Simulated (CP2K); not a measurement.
# MgO under changes of volume

One of the cells (10.016 Å³/atom); the others are scaled copies at fixed shape and fractional positions:

```
Mg O
1.0
     2.93802    0.00000    0.00000
    -1.46901    2.54440    0.00000
     0.00000    0.00000    2.67968
Mg O
1 1
Direct
  0.00000 0.00000 0.00000
  0.33333 0.66667 0.50000
```

Measurements of this composition are mostly on another form, of space group No. 225.

```yaml
Program: CP2K 2026.2
Functional: PBE
Potentials_or_basis: POTENTIAL_UZH Mg GTH-PBE-q10, O GTH-PBE-q6; TZVP-MOLOPT-PBE-GTH basis
Density_cutoff: 19048 eV
k_mesh: 10 × 10 × 10
Occupations: fermi-dirac, width 0.05 eV
Spin: no spin polarisation
```

```tsv
volume (Å³/atom)	energy over the lowest point (meV/atom)	pressure (GPa)	gap on the mesh (eV)
9.415	31.40	13.3	3.50
9.615	17.16	9.5	3.33
9.816	7.41	6.1	3.16
10.016	?	?	?
10.216	0.00	0.3	2.86
10.417	1.26	-2.2	2.72
10.617	5.51	-4.5	2.58
```

Q: What does the run at 10.016 Å³/atom give?

A: Energy over the lowest point 2.06 meV/atom; pressure 3.0 GPa; gap on the mesh 3.01 eV.

Worked out: A Birch-Murnaghan fit of order 3 (a polynomial in V^(-2/3)) to the other rows has its minimum at 10.23 Å³/atom with B0 = V·E''(V) = 131 GPa and B' = 5.0 at fixed shape and positions, which overstates the stiffness. It gives 1.88 meV/atom at 10.016 Å³/atom, against the run's 2.06, and -dE/dV = 2.9 GPa, against 3.0. A straight line through the other rows of the gap, of slope -7.64 eV per unit of ln V, gives 3.02 eV, against the run's 3.01.

Energies are extrapolated to zero smearing.

Caveats: the basis of atomic orbitals isn't converged, which shifts pressures, moduli and gaps.

A mesh can miss the band edges.
